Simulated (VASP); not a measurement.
Runs of VASP 6.6.1 on Mo4H. All rows change the cell; the cell of one of them follows. It takes space group Pm-3m (No. 221, cubic). Conventional cell: a = 4.045 Å, b = 4.045 Å, c = 4.045 Å, α = 90.00°, β = 90.00°, γ = 90.00°. H (site symmetry m-3m) has 6 Mo at 2.02 Å as nearest neighbours. Mo (site symmetry 4/mmm) has 2 H at 2.02 Å as nearest neighbours. Mo (site symmetry m-3m) is surrounded by 12 Mo at 2.86 Å. The cell was built by a generator and needn't be a form met in nature.

| task | cell | k mesh | cutoff (eV) | mesh quality | gap on the mesh (eV) | pressure (GPa) | relaxed volume (Å³/atom) |
| --- | --- | --- | --- | --- | --- | --- | --- |
| single point | species swapped into the Fe4N type (Pm-3m, No. 221) | 4 × 4 × 4 | 520 | coarse | none | 0.6 | - |
| relaxation of cell and atoms | relaxed from: species swapped into the Fe4N type (Pm-3m, No. 221) | 10 × 10 × 10 | 600 | not flagged | none | 0.0 | 13.21 |
| relaxation of cell and atoms | relaxed from: species swapped into the Fe4N type (Pm-3m, No. 221) | 4 × 4 × 4 | 600 | coarse | none | 0.0 | (a) |
| single point | species swapped into the Fe4N type (Pm-3m, No. 221) | 10 × 10 × 10 | 520 | not flagged | none | 0.4 | - |

Alike in all rows: level PBE; potentials or basis VASP PAW PBE potentials, release 64 (H, Mo_sv); no spin polarisation; smearing gaussian 0.1 eV.

Problem. Fill in the values left out.

Solution. (a) 13.27.

Caveats: some runs use coarse meshes.

A k mesh can miss the band edges, and the runs leave out spin-orbit coupling on Mo.

A gap of «none» marks a metal or a gap under the smearing width.
